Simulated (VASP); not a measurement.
Crystal: Te2Mo.

```
CELL_PARAMETERS angstrom
3.51820 0.00000 0.00000
-1.75910 3.04685 0.00000
0.00000 0.00000 13.97360
ATOMIC_POSITIONS crystal
Te 0.66667 0.33333 0.37900
Te 0.33333 0.66667 0.87900
Te 0.66667 0.33333 0.12100
Te 0.33333 0.66667 0.62100
Mo 0.66667 0.33333 0.75000
Mo 0.33333 0.66667 0.25000
```

```yaml
Program: VASP 6.6.1
Task: relaxation of cell and atoms
Functional: revPBE
Potentials_or_basis: VASP PAW PBE potentials, release 64 (Te, Mo_sv)
Cutoff: 600 eV
k_mesh: 7 × 7 × 2
Occupations: fermi-dirac, width 0.05 eV
Spin: no spin polarisation
```

At the start: pressure 4.3 GPa; volume 24.96 Å³/atom.

**Question.** How do energy, volume and symmetry change on relaxing?

**Answer.** Over 21 steps the energy falls by 45.2 meV/atom and the volume is 33.40 Å³/atom (+33.8 %); space group P6_3/mmc (No. 194, to 0.05 Å).

The path:
| step | energy change (eV) | largest force (eV/Å) | pressure (GPa) | volume (Å³) |
| --- | --- | --- | --- | --- |
| 1 | 0.0000 | 0.2420 | 4.30 | 149.79 |
| 2 | 0.0820 | 1.1001 | -4.63 | 164.79 |
| 3 | -0.0776 | 0.3580 | 0.19 | 155.69 |
| 4 | -0.0970 | 0.2616 | 0.04 | 157.25 |
| 5 | -0.1096 | 0.0981 | -0.03 | 159.87 |
| 6 | -0.1268 | 0.0849 | -0.04 | 160.97 |
| 7 | -0.1668 | 0.0403 | 0.13 | 164.23 |
| 8 | -0.2112 | 0.0780 | 0.92 | 170.59 |
| 9 | -0.1830 | 0.5490 | 3.45 | 182.72 |
| 10 | -0.1870 | 0.5297 | 3.34 | 183.24 |
| 11 | -0.1979 | 0.4731 | 3.07 | 184.78 |
| 12 | -0.2155 | 0.3666 | 2.57 | 187.88 |
| 13 | -0.2364 | 0.1750 | 1.76 | 194.08 |
| 14 | -0.2389 | 0.1208 | 0.50 | 206.53 |
| 15 | -0.2426 | 0.0144 | 1.04 | 201.25 |
| 16 | -0.2476 | 0.0118 | 0.94 | 201.18 |
| 17 | -0.2599 | 0.0014 | 0.63 | 200.97 |
| 18 | -0.2711 | 0.0102 | 0.04 | 200.48 |
| 19 | -0.2713 | 0.0115 | -0.04 | 200.40 |
| 20 | -0.2713 | 0.0122 | -0.02 | 200.42 |
| 21 | -0.2713 | 0.0053 | 0.00 | 200.38 |

Final structure:
```
Te Mo
1.0
     3.57880    0.00000    0.00000
    -1.78940    3.09933    0.00000
     0.00000    0.00000   18.06544
Te Mo
4 2
Direct
  0.66667 0.33333 0.35013
  0.33333 0.66667 0.85013
  0.66667 0.33333 0.14986
  0.33333 0.66667 0.64987
  0.66667 0.33333 0.75000
  0.33333 0.66667 0.25000
```

Caveat: the volume moved by over 15 % at a fixed basis, so the end points are rough; the PAW data sets were made with another functional, which shifts forces and pressure a little; this functional lacks dispersion, which binds the layers, so the pressure and a relaxed spacing across them are unreliable, and here the layers came unbound.
